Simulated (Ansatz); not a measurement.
# Ge: band structure with PBE0

**The experiment to reproduce.**

“Temperature-dependent photoluminescence in Ge: experiment and theory”, 2020, arxiv:2003.00143 reports, for a bulk crystal of Ge at 0 K: band gap 0.744 eV (indirect).

The system is Ge.

```xyz
2
Lattice="0.0000 2.8289 2.8289 2.8289 0.0000 2.8289 2.8289 2.8289 0.0000" Properties=species:S:1:pos:R:3 pbc="T T T"
Ge    4.2434    4.2434    4.2434
Ge    2.8289    2.8289    2.8289
```

* Program: Ansatz 0.2.0
* Task: band structure
* Functional: PBE0
* Potentials or basis: Ansatz PAW
* Cutoff: 420 eV (not typed: the program's choice for these potentials)
* k mesh: 5 × 5 × 5
* Occupations: fermi-dirac, width 0.05 eV
* Spin: no spin polarisation
* Path: [["G", "X", "W", "K", "G", "L", "U", "W", "L", "K"], ["U", "X"]]
* Points for each segment of the path: 4

```yaml
Pressure: 0.8 GPa
Band_gap_on_the_k_mesh: 1.50 eV, direct
Band_gap_along_the_path: 1.46 eV, indirect (least direct gap 1.50 eV)
```

Levels at the corners of the path, in eV from the valence-band top:
```
point  band 11  band 12  band 13  band 14  band 15  band 16  band 17  band 18
    Γ   -14.16     0.00     0.00     0.00     1.50     3.88     3.88     3.88
    X    -9.82    -9.82    -3.40    -3.40     1.92     1.92    11.51    11.51
    W    -9.70    -9.70    -4.32    -4.32     5.92     5.92     6.10     6.10
    K   -10.34    -9.15    -4.81    -2.92     2.37     5.54     9.01     9.16
    Γ   -14.16     0.00     0.00     0.00     1.50     3.88     3.88     3.88
    L   -11.83    -8.41    -1.54    -1.54     1.46     5.13     5.13     8.60
    U   -10.34    -9.15    -4.81    -2.92     2.37     5.54     9.01     9.16
    W    -9.70    -9.70    -4.32    -4.32     5.92     5.92     6.10     6.10
    L   -11.83    -8.41    -1.54    -1.54     1.46     5.13     5.13     8.60
    K   -10.34    -9.15    -4.81    -2.92     2.37     5.54     9.01     9.16
    U   -10.34    -9.15    -4.81    -2.92     2.37     5.54     9.01     9.16
    X    -9.82    -9.82    -3.40    -3.40     1.92     1.92    11.51    11.51
```

Wall time 2.6 min on 2 threads of AMD EPYC 7B13 (Zen 3), on a shared host, peak memory 0.83 GiB.

A measured gap of Ge is 0.744 eV (indirect; 0 K; “Temperature-dependent photoluminescence in Ge: experiment and theory”, 2020, arxiv:2003.00143); the calculated 1.46 eV misses it by +0.71 eV. 3 values of this kind are on record (0.666 to 0.807 eV); this one was drawn at random among those near their median. Spin-orbit coupling on Ge is left out. The value is that of PBE0, without temperature or zero-point motion.

Caveat: the PAW data sets come from PBE, with cores solved anew for the run's functional, which leaves a small shift of forces and pressure; the thresholds are loose for stress.
